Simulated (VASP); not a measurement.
Set up this calculation in VASP 6.6.1, as the native input.

```yaml
Task: relaxation of cell and atoms
Functional: PBE
Dispersion: D3(BJ)
Potentials_or_basis: VASP PAW PBE potentials, release 64 (Mo_sv, Se)
Cutoff: 600 eV
k_mesh: 9 × 9 × 2
Occupations: gaussian, width 0.03 eV
Spin: collinear spin, ferromagnetic start
Starting_moments: "[1.0, 1.0, 0.0, 0.0, 0.0, 0.0] μB"
Further_INCAR_settings: ALGO = Normal; EDIFF = 1e-07; AMIX = 0.2; BMIX = 0.0001; IBRION = 2; EDIFFG = -0.005; NSW = 90; ISIF = 3
```

The structure of MoSe2 lies in POSCAR:

```
MoSe2                                   
1.0
    3.2794909965     -0.0000000001     -0.0000000000
   -1.6397454934      2.8401225120     -0.0000000000
   -0.0000000000     -0.0000000000     12.7281423687
  Mo              Se            
     2     4
Direct
     0.6666666699999979    0.3333333300000021    0.7500000000000000
     0.3333333300000021    0.6666666699999979    0.2500000000000000
     0.3333333300000021    0.6666666699999979    0.8815934531290617
     0.6666666699999979    0.3333333300000021    0.3815934531290616
     0.3333333300000021    0.6666666699999979    0.6184065468709383
     0.6666666699999979    0.3333333300000021    0.1184065468709384
```

The cell is a database's computed one.

One way to write it, as run:

INCAR

```
ALGO = Normal
AMIX = 0.2
AMIX_MAG = 0.8
BMIX = 1E-4
BMIX_MAG = 1E-4
EDIFF = 1E-7
EDIFFG = -0.005
ENCUT = 600
GGA = PE
IBRION = 2
ISIF = 3
ISMEAR = 0
ISPIN = 2
IVDW = 12
KPAR = 2
LASPH = T
LCHARG = F
LMAXMIX = 4
LORBIT = 11
LREAL = F
LWAVE = F
MAGMOM = 1 1 0 0 0 0
NELM = 150
NSW = 90
PREC = Accurate
SIGMA = 0.03
```

KPOINTS

```
k-points
0
Gamma
  9 9 2
```

Potentials or basis: VASP PAW PBE potentials, release 64 (Mo_sv, Se).

Launch:

```bash
$ cat potpaw_PBE.64/Mo_sv/POTCAR potpaw_PBE.64/Se/POTCAR > POTCAR
$ mpirun -np 2 vasp_std > vasp.out
```

Results of the run:

```
Relaxed volume                                        : 19.75 Å³/atom
Relaxed cell                                          : a = 3.279 Å, b = 3.279 Å, c = 12.732 Å, α = 90.00°, β = 90.00°, γ = 120.00°
Space group after relaxing (to 0.05 Å)                : P6_3/mmc (No. 194)
Energy gained by relaxing                             : 0.0 meV/atom
Ionic steps                                           : 2
Pressure after relaxing                               : 0.0 GPa
Band gap on the k mesh                                : 0.85 eV, indirect (least direct gap 1.46 eV)
Net moment                                            : 0.00 μB per cell
Valence electrons inside the program's atomic spheres : Mo 12.42; Se 3.88
Dispersion energy per atom                            : -0.479 eV
```

Caveat: an odd mesh through Γ misses points on the zone boundary, where band edges often lie.

Run time: 4.2 min on 2 MPI ranks on Intel(R) Xeon(R) Platinum 8259CL CPU @ 2.50GHz (Skylake/Cascade Lake) (shared host), peak memory 0.44 GiB a rank.
